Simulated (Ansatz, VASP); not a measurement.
## Be: VASP beside Ansatz

The input INCAR:

```
SYSTEM = Be
ALGO = Normal ; EDIFF = 1E-7
ENCUT = 520 ; ISIF = 2
ISMEAR = 0 ; LASPH = .TRUE.
LCHARG = .TRUE. ; LELF = .TRUE.
LREAL = .FALSE. ; LVHAR = .TRUE.
LWAVE = .FALSE. ; NBANDS = 9
NELM = 100 ; PREC = Accurate
SIGMA = 0.15
```

KPOINTS

```
k-points
0
G
  30 30 18
  0 0 0
```

Contents of POSCAR:

```
Be
1.0
    2.1149041440      0.0000000000      0.0000000000
   -1.0574520720      1.8315607153      0.0000000000
    0.0000000000      0.0000000000      3.6044903770
Be
2
Direct
    0.3333333333      0.6666666667      0.2500000000
    0.6666666667      0.3333333333      0.7500000000
```

Input for Ansatz:

```yaml
crystal:
  lattice:
    - [2.114904144, 0.0, 0.0]
    - [-1.057452072, 1.8315607153, 0.0]
    - [0.0, 0.0, 3.604490377]
  atoms:
    - { symbol: Be, position: [0.3333333333, 0.6666666667, 0.25] }
    - { symbol: Be, position: [0.6666666667, 0.3333333333, 0.75] }
basis:
  ecutwfc: 420
kpoints:
  mp_grid: { grid: [30, 30, 18] }
hamiltonian:
  xc: lda
scf:
  occupations: { method: gaussian, width: 0.15 }
output:
  forces: true
  stress: true
  eigenvalues: true
```

Change from the starting cell: strain -0.050 along x and y, +0.025 along z, atoms carried along.

Alike in both runs: task single point; functional LDA; k mesh 30 × 30 × 18; occupations gaussian, width 0.15 eV; no spin polarisation.

|  | VASP | Ansatz |
| --- | --- | --- |
| version | VASP 6.6.1 | Ansatz 0.2.0 |
| potentials or method | VASP PAW LDA potentials, release 64 (Be) | scalar-relativistic, plane waves, PAW |
| plane-wave cutoff (eV) | 520 | 420 |
| valence electrons in the cell | 4 | 4 |

VASP gave:

```
gap on the k mesh at the Fermi level (eV)       : none
pressure (GPa)                                  : 12.2
largest component of the traceless stress (GPa) : 22.54
```

Problem. What did Ansatz give for the same quantities?

Solution. gap on the k mesh at the Fermi level (eV): none; pressure (GPa): 11.7; largest component of the traceless stress (GPa): 22.53.

A gap of «none» marks a metal or a gap that the smearing closes.
